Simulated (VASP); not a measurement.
# Rh in VASP: work function with PBE

Aim: the work function of Rh with PBE.

All numbers are computed with VASP 6.6.1; they aren't measurements. Logs are shortened: lines on timing, memory, paths and dates and some standing lists are left out, and cuts for length are marked.

## 1. Starting point

The cell holds a slab with vacuum, 20 atoms: a = 3.867 Å, b = 10.231 Å, c = 38.072 Å, α = 90.00°, β = 90.00°, γ = 100.89°.

The cell was built by a generator and needn't be a form met in nature.

## 2. Work function, PBE

INCAR

```
SYSTEM = Rh
PREC = Accurate
ENCUT = 520
EDIFF = 1E-6
ISMEAR = 1
SIGMA = 0.1
LREAL = .FALSE.
LASPH = .TRUE.
NELM = 80
ALGO = Normal
ISIF = 2
LWAVE = .FALSE.
LCHARG = .TRUE.
LDIPOL = .TRUE.
IDIPOL = 3
DIPOL = 0.5 0.5 0.500
GGA = PE
LVHAR = .TRUE.
LVACPOTAV = .TRUE.
KPAR = 4
```

KPOINTS

```
Automatic mesh
0
G
  9 4 1
  0 0 0
```

POSCAR

```
Rh                                      
1.0
    3.8668983000      0.0000000000      0.0000000000
   -1.9334491000     10.0464965000      0.0000000000
    0.0000000000      0.0000000000     38.0720398500
  Rh            
    20
Direct
     0.6666669999999968    0.3333330000000032    0.4284005926826593
     0.0666670000000025    0.1333330000000004    0.4284005926826593
     0.4666670000000011    0.9333329999999975    0.4284005926826593
     0.8666669999999996    0.7333330000000018    0.4284005926826593
     0.2666669999999982    0.5333329999999989    0.4284005926826593
     0.5666670000000025    0.1333330000000004    0.4749828420057908
     0.9666670000000011    0.9333329999999975    0.4749828420057908
     0.3666669999999996    0.7333330000000018    0.4749828420057908
     0.7666669999999982    0.5333329999999989    0.4749828420057908
     0.1666669999999968    0.3333330000000032    0.4749828420057908
     0.4666670000000011    0.9333329999999975    0.5250144979942095
     0.8666669999999996    0.7333330000000018    0.5250144979942095
     0.2666669999999982    0.5333329999999989    0.5250144979942095
     0.6666669999999968    0.3333330000000032    0.5250144979942095
     0.0666670000000025    0.1333330000000004    0.5250144979942095
     0.3666669999999996    0.7333330000000018    0.5715994073173406
     0.7666669999999982    0.5333329999999989    0.5715994073173406
     0.1666669999999968    0.3333330000000032    0.5715994073173406
     0.5666670000000025    0.1333330000000004    0.5715994073173406
     0.9666670000000011    0.9333329999999975    0.5715994073173406
```

Potentials or basis: VASP PAW PBE potentials, release 64 (Rh_pv).

On the command line:

```sh
$ cat potpaw_PBE.64/Rh_pv/POTCAR > POTCAR
$ mpirun -np 4 vasp_std > vasp.out
```

OUTCAR:

```text
SYSTEM = Rh
   PREC = Accurate
   ENCUT = 520
   EDIFF = 1E-6
   ISMEAR = 1
   LREAL = .FALSE.
   LASPH = .TRUE.
   NELM = 80
   ISIF = 2
   GGA = PE

 ion  position               nearest neighbor table
   1  0.667  0.333  0.428-  10 2.62  10 2.62   9 2.68   6 2.68   5 2.79   2 2.79   5 2.79   2 2.79

   2  0.067  0.133  0.428-   6 2.62   6 2.62  10 2.68   7 2.68   3 2.79   1 2.79   1 2.79   3 2.79

   3  0.467  0.933  0.428-   7 2.62   7 2.62   8 2.68   6 2.68   4 2.79   2 2.79   4 2.79   2 2.79
[... 42 lines left out ...]
 A1 = (   1.9334491000, -10.0464965000,   0.0000000000)
 A2 = (   1.9334492000,  10.0464965000,   0.0000000000)
 A3 = (   0.0000000000,   0.0000000000,  38.0720398500)

Analysis of symmetry for initial positions (statically):
=====================================================================
 Subroutine PRICEL returns following result:

  LATTYP: Found a base centered orthorhombic cell.
 ALAT       =     3.8668983000
 B/A-ratio  =     1.0392304861
 C/A-ratio  =     9.8456273986

  Lattice vectors:

 A1 = (  -1.9334491400,   2.0092993000,   0.0000000000)
 A2 = (  -1.9334491600,  -2.0092993000,   0.0000000000)
 A3 = (   0.0000000000,   0.0000000000,  38.0720398500)

   5 primitive cells build up your supercell.

 Routine SETGRP: Setting up the symmetry group for a
 base centered orthorhombic supercell.

 Subroutine GETGRP returns: Found  8 space group operations
 (whereof  2 operations were pure point group operations)
 out of a pool of  8 trial point group operations.

The static configuration has the point symmetry C_1h.
 The point group associated with its full space group is D_2h.

Analysis of symmetry for dynamics (positions and initial velocities):
=====================================================================
 Subroutine PRICEL returns following result:

  LATTYP: Found a base centered orthorhombic cell.
 ALAT       =     3.8668983000
 B/A-ratio  =     1.0392304861
 C/A-ratio  =     9.8456273986

  Lattice vectors:

 A1 = (  -1.9334491400,   2.0092993000,   0.0000000000)
 A2 = (  -1.9334491600,  -2.0092993000,   0.0000000000)
 A3 = (   0.0000000000,   0.0000000000,  38.0720398500)

   5 primitive cells build up your supercell.

 Routine SETGRP: Setting up the symmetry group for a
 base centered orthorhombic supercell.

 Subroutine GETGRP returns: Found  8 space group operations
 (whereof  2 operations were pure point group operations)
 out of a pool of  8 trial point group operations.

The dynamic configuration has the point symmetry C_1h.
 The point group associated with its full space group is D_2h.

 Subroutine INISYM returns: Found  8 space group operations
 (whereof  2 operations are pure point group operations),
 and found     5 'primitive' translations

----------------------------------------------------------------------------------------

                                     Primitive cell

  volume of cell :     295.8105

  direct lattice vectors                    reciprocal lattice vectors
    -1.933449140  2.009299300  0.000000000    -0.258605198  0.248842969  0.000000000
    -1.933449160 -2.009299300  0.000000000    -0.258605198 -0.248842966  0.000000000
     0.000000000  0.000000000 38.072039850     0.000000000  0.000000000  0.026265995

  length of vectors
     2.788460015  2.788460029 38.072039850     0.358886432  0.358886431  0.026265995

  position of ions in fractional coordinates (direct lattice)
     0.333332000  0.666667000  0.428400593
     0.833332000  0.166667000  0.474982842
     0.333332000  0.666667000  0.525014498
     0.833332000  0.166667000  0.571599407

  ion indices of the primitive-cell ions
   primitive index   ion index
                 1           1
                 2           9
                 3          14
                 4          17

[... 28 lines left out ...]
|           W    W  A    A  R    R  N    N  II  N    N   GGGG   !!!           |
|                                                                             |
|     Your reciprocal lattice and k-lattice belong to different lattice       |
|     classes:                                                                |
|                                                                             |
|        The reciprocal lattice is base centered orthorhombic,                |
|        whereas your k-lattice is simple monoclinic.                         |
|                                                                             |
|     Results are often still useful ...                                      |
|                                                                             |
 -----------------------------------------------------------------------------

 WARNING: IBZKPT: internal override: KBLOWUP is changed to .FALSE.
      ... skipping the blow-up phase ...

 Subroutine IBZKPT returns following result:
 ===========================================

 Found     19 irreducible k-points:

 Following reciprocal coordinates:
            Coordinates               Weight
  0.000000  0.000000  0.000000      1.000000
  0.111111 -0.000000  0.000000      2.000000
  0.222222 -0.000000  0.000000      2.000000
  0.333333 -0.000000  0.000000      2.000000
  0.444444 -0.000000  0.000000      2.000000
  0.000000  0.250000  0.000000      2.000000
[... 11 lines left out ...]
  0.333333  0.500000  0.000000      2.000000
  0.444444  0.500000  0.000000      2.000000
   k-points           NKPTS =     19   k-points in BZ     NKDIM =     19   number of bands    NBANDS=    180
   number of dos      NEDOS =    301   number of ions     NIONS =     20
   total plane-waves  NPLWV = 691200
   dimension x,y,z NGX =    30 NGY =   80 NGZ =  288
   dimension x,y,z NGXF=    60 NGYF=  160 NGZF=  576
   ions per type =              20
   NGX,Y,Z   is equivalent  to a cutoff of  12.90, 13.00, 12.58 a.u.
   NGXF,Y,Z  is equivalent  to a cutoff of  25.80, 26.00, 25.15 a.u.
 SYSTEM =  Rh
   PREC   = accura    normal or accurate (medium, high low for compatibility)
   ISTART =      0    job   : 0-new  1-cont  2-samecut
   ICHARG =      2    charge: 1-file 2-atom 10-const
   ISPIN  =      1    spin polarized calculation?
   LNONCOLLINEAR =      F non collinear calculations
   LSORBIT =      F    spin-orbit coupling
   LASPH  =      T    aspherical Exc in radial PAW
   ENCUT  =  520.0 eV  38.22 Ry    6.18 a.u.   7.19 19.02 70.79*2*pi/ulx,y,z
   NELM   =     80;   NELMIN=  2; NELMDL= -5     # of ELM steps
   EDIFF  = 0.1E-05   stopping-criterion for ELM
   LREAL  =      F    real-space projection
   EDIFFG = 0.1E-04   stopping-criterion for IOM
   NSW    =      0    number of steps for IOM
   IBRION =     -1    ionic relax: 0-MD 1-quasi-New 2-CG
   NFREE  =      0    steps in history (QN), initial steepest desc. (CG)
   ISIF   =      2    stress and relaxation
   ISYM   =      2    0-nonsym 1-usesym 2-fastsym
   POTIM  = 0.5000    time-step for ionic-motion
   TEBEG  =    0.0;   TEEND  =   0.0 temperature during run
   PSTRESS=    0.0 pullay stress
   NELECT =     300.0000    total number of electrons
   NUPDOWN=      -1.0000    fix difference up-down
   EMIN   =  10.00;   EMAX   =-10.00  energy-range for DOS
   EFERMI =   0.00;   METHOD = LEGACY
   ISMEAR =     1;   SIGMA  =   0.10  broadening in eV -4-tet -1-fermi 0-gaus
   EFERMI_NEDOS =   21; number of points for ismear=-14 and -15
   IALGO  =     38    algorithm
   IMIX   =      4    mixing-type and parameters
     AMIX     =   0.40;   BMIX     =  1.00
     AMIX_MAG =   1.60;   BMIX_MAG =  1.00
  volume/ion in A,a.u.               =      73.95       499.06
  Fermi-wavevector in a.u.,A,eV,Ry     =   0.961880  1.817689 12.588280  0.925212
  Thomas-Fermi vector in A             =   2.091290
   LORBIT       =      0    0 simple, 1 ext, 2 COOP (PROOUT), +10 PAW based schemes
   GGA     = PE    functional components
   LHFCALC =     F    Hartree Fock is set to
   AEXX    =    0.0000 exact exchange contribution
   IVDW    =     0    specifies the selected vdW correction
   LEPSILON=     F    determine dielectric tensor
   LRPA    =     F    only Hartree local field effects (RPA)
 non-spin polarized calculation
 Methfessel and Paxton  Order N= 1 SIGMA  =   0.10
  energy-cutoff  :      520.00
  volume of cell :     1479.05
 maximum number of plane-waves:     39915
 NGX is ok and might be reduce to    30
   NGX = 15   NGY = 37   NGZ =141

 number of electron     300.0000047 magnetization

 dipolmoment           0.000000      0.000000      0.004428 electrons x Angstroem

 Free energy of the ion-electron system (eV)
  ---------------------------------------------------
  ext. energy  EPLUGINS =         0.00000000
  ---------------------------------------------------
  free energy    TOTEN  =      -132.75435777 eV

  energy without entropy =     -132.74216289  energy(sigma->0) =     -132.75029281

 E-fermi :  -1.9515     XC(G=0):  -3.2005

 val. band max:       -1.9519167615   @ k =   0.2222   0.5000   0.0000
 cond. band min:      -1.9495618660   @ k =   0.1111   0.5000   0.0000
 fundamental gap:      0.0023548955
 Fermi energy:        -1.9514807229

 k-point     1 :       0.0000    0.0000    0.0000
  band No.  band energies     occupation
      1     -48.7844      2.00000
      2     -48.7844      2.00000
      3     -48.7715      2.00000
      4     -48.7662      2.00000
      5     -48.7662      2.00000
      6     -48.7296      2.00000
[... 3124 lines left out ...]
    161      -1.3998     -0.00000
    162      -1.3745     -0.00000
 [bands above 162 left out]

------------------------ aborting loop because EDIFF is reached ----------------------------------------

 vacuum level on the upper side and lower side of the slab       (xc-potential included)        -0.109        -0.124

  FORCE on cell =-STRESS in cart. coord.  units (eV):
  Direction    XX          YY          ZZ          XY          YZ          ZX
  --------------------------------------------------------------------------------------
  -------------------------------------------------------------------------------------
  Total      -22.0991567    -32.8668446     -0.4407285     -0.0000002     -0.0000000      0.0000000
  in kB      -23.9388206    -35.6028742     -0.4774174     -0.0000002     -0.0000000      0.0000000
  external PRESSURE =     -20.0063707 kB  Pullay stress =       0.0000000 kB

 VOLUME and BASIS-vectors are now :
 -----------------------------------------------------------------------------
  energy-cutoff  :      520.00
  volume of cell :     1479.05
      direct lattice vectors                 reciprocal lattice vectors
     3.866898300  0.000000000  0.000000000     0.258605198  0.049768592  0.000000000
    -1.933449100 10.046496500  0.000000000     0.000000000  0.099537187  0.000000000
     0.000000000  0.000000000 38.072039850     0.000000000  0.000000000  0.026265995

 POSITION                                       TOTAL-FORCE (eV/Angst)
 -----------------------------------------------------------------------------------
      1.93345      3.34883     16.31008         0.000000     -0.000000      0.003539
      0.00000      1.33953     16.31008        -0.000000     -0.000000      0.003539
      0.00000      9.37673     16.31008         0.000000     -0.000000      0.003539
      1.93345      7.36743     16.31008         0.000000     -0.000000      0.003539
      0.00000      5.35813     16.31008         0.000000     -0.000000      0.003539
      1.93345      1.33953     18.08357        -0.000000      0.000000      0.017769
[... 12 lines left out ...]
      1.93345      1.33953     21.76196         0.000000      0.000000     -0.003539
      1.93345      9.37673     21.76196         0.000000      0.000000     -0.003539
 -----------------------------------------------------------------------------------
    total drift:                               -0.019677      0.013365      1.361561

  FREE ENERGIE OF THE ION-ELECTRON SYSTEM (eV)
  ---------------------------------------------------
  free  energy   TOTEN  =      -132.7543577725 eV

  energy  without entropy=     -132.7421628870  energy(sigma->0) =     -132.75029281

 vacuum level on the upper side and lower side of the slab         3.168         3.147
```

It took 61 min on 4 MPI ranks of Intel Xeon 6975P-C (Granite Rapids), shared host; peak memory 3.3 GiB.

Results:

```
Free energy                     : -132.7544 eV
Largest force                   : 0.018 eV/Å
Band gap on the k mesh          : none (metal or under the smearing width)
Work function of the upper face : 5.12 eV
Work function of the lower face : 5.10 eV
```

Forces on the atoms (eV/Å):
```
Rh   0.000  0.000  0.004
Rh   0.000  0.000  0.004
Rh   0.000  0.000  0.004
Rh   0.000  0.000  0.004
Rh   0.000  0.000  0.004
Rh   0.000  0.000  0.018
Rh   0.000  0.000  0.018
Rh   0.000  0.000  0.018
Rh   0.000  0.000  0.018
Rh   0.000  0.000  0.018
Rh   0.000  0.000 -0.018
Rh   0.000  0.000 -0.018
Rh   0.000  0.000 -0.018
Rh   0.000  0.000 -0.018
Rh   0.000  0.000 -0.018
Rh   0.000  0.000 -0.004
Rh   0.000  0.000 -0.004
Rh   0.000  0.000 -0.004
Rh   0.000  0.000 -0.004
Rh   0.000  0.000 -0.004
```
